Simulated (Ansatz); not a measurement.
## What a change of settings does: KBr

First run: DFT, r2SCAN, PAW with Ansatz's default frozen-core files, scalar-relativistic (Ansatz 0.2.0).

Command: `ansatz run input.yaml --threads 1 --pin off --max-ram 2048MiB --backend cpu --events-out ev --progress --plain --runs-dir out` It took 4.9 s on 1 thread of Intel(R) Xeon(R) Platinum 8259CL CPU @ 2.50GHz (Skylake/Cascade Lake) (shared host), peak memory 0.48 GiB.

```yaml
crystal:
  lattice:
    - [3.9757950588, 0.0, 0.0]
    - [0.0, 3.9757950588, 0.0]
    - [0.0, 0.0, 3.9757950588]
  atoms:
    - { symbol: K, position: [0.0, 0.0, 0.0] }
    - { symbol: Br, position: [0.5, 0.5, 0.5] }
kpoints:
  mp_grid: { grid: [7, 7, 7] }
scf:
  occupations: { method: fermi_dirac, width: 0.02 }
hamiltonian:
  xc: r2scan
  pseudopotentials: { kind: paw }
output:
  forces: true
  stress: true
  eigenvalues: true
  efg: { contact_densities: true }
  populations: true
```

The cell comes from a relaxation on PAW files under the same functional, begun from a database entry that needn't be the ground state.

It converges in 6 SCF iterations at a pressure of 0.00 GPa, cutoff 500 eV.

A second input differs as follows:

```diff
   lattice:
-    - [3.9757950588, 0.0, 0.0]
-    - [0.0, 3.9757950588, 0.0]
-    - [0.0, 0.0, 3.9757950588]
+    - [2.1038993, 0.0, 0.0]
+    - [0.0, 2.1038993, 0.0]
+    - [0.0, 0.0, 2.1038993]
   atoms:
   occupations: { method: fermi_dirac, width: 0.02 }
+  max_iter: 100
 hamiltonian:
```

What is wrong with it, and what does the program do?

The change was made to test a lattice far too small. The run converges in 8 SCF iterations at a pressure of 2001 GPa, cutoff 500 eV. Compare each number with the sound run's before taking it for a property of the system. The log ends:
```
--- Band table (eV; the first three rows and the last of 20) ---
  k-point 0: bands = ["-0.0510", "28.7178", "28.7178", "28.7178", "36.6588", "39.1246", "39.1246", "59.4014", "59.4014", "59.4014", "59.8510", "59.8510"]
  k-point 1: bands = ["0.5971", "23.9678", "29.2933", "29.2933", "37.8156", "39.7001", "43.8621", "53.3706", "53.3706", "57.5858", "59.6708", "63.4392"]
  k-point 2: bands = ["2.4978", "17.3897", "30.8833", "30.8833", "39.3955", "41.3569", "47.4805", "47.4805", "49.0499", "56.6681", "57.1857", "60.3412"]
  k-point 19: bands = ["14.9640", "21.9616", "22.6799", "22.6799", "30.0390", "30.0416", "30.0416", "38.4607", "67.5889", "67.5889", "71.7375", "74.4834"]
--- Löwdin populations: 2 sites ---
  site symbol       q [e]
     0      K      7.4516
     1     Br      6.1507
  spilling = 0.149859 (of n_electrons = 16.000000)
```
